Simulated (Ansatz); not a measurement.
## Ca: the change of pressure with volume per atom

Equation of state of a cubic crystal from periodic Kohn-Sham density functional theory without spin; pressure corrected for the finite basis. The results are calculated, by Ansatz 0.2.0 development build.

Cell of the first row (space group Fm-3m, No. 225):
```
Ca
1.0
      0.0000     2.6876     2.6876
      2.6876     0.0000     2.6876
      2.6876     2.6876     0.0000
Ca
1
Direct
  0.00000 0.00000 0.00000
```

Settings of every row: formula Ca; structure type fcc; functional r2SCAN; spin treatment none; k mesh 11x11x11; occupation method fermi-dirac; occupation width 0.1 eV; wave cutoff 700 eV; datasets hard PAW; density cutoff ratio 4; xc grid level 2.

Limits: pseudopotentials made with PBE, not this functional; the SCF threshold is loose for a stress in some rows.

| row | volume per atom (Å³) | pressure (GPa) | energy above lowest point (meV/atom) |
| --- | --- | --- | --- |
| 1 | 38.826 | 2.249 | 27.93 |
| 2 | 40.092 | 1.492 | 13.21 |
| 3 | 41.358 | 0.824 | 4.12 |
| 4 | 42.624 | ? | ? |
| 5 | 43.89 | -0.287 | 0.25 |

Question: what pressure should row 4 give?

Worked fit of pressure. Take u = (V_r/V)^(2/3) − 1 with V_r = 40.725 Å³ an atom, which is twice the finite (Eulerian) strain; such expansions in the strain, on which the Birch-Murnaghan equation of state is built, carry the rest volume and the bulk modulus. The shown rows have u = 0.03235, 0.0105, -0.01023, -0.04867. Least squares give pressure = 1.1476 + 32.22 × u + 56.39 × u² GPa; a straight line predicts inner rows, each left out in turn, worse (root mean square 0.058 against 0.00028 GPa). All shown rows lie on it to the printed digit. The pressure vanishes at u = -0.0382, or V = 43.17 Å³ an atom, and there the bulk modulus at fixed shape and fractions is B = −V dP/dV = (2/3)(1 + u) dP/du = 17.9 GPa. The withheld row has u = -0.02993, so the fit gives 1.1476 + 32.22 × (-0.02993) + 56.39 × (-0.02993)² = 0.234 GPa.

The calculation gave 0.234 GPa. The fit meets it to the printed digit.

The other values of row 4: energy above lowest point 0 meV/atom.
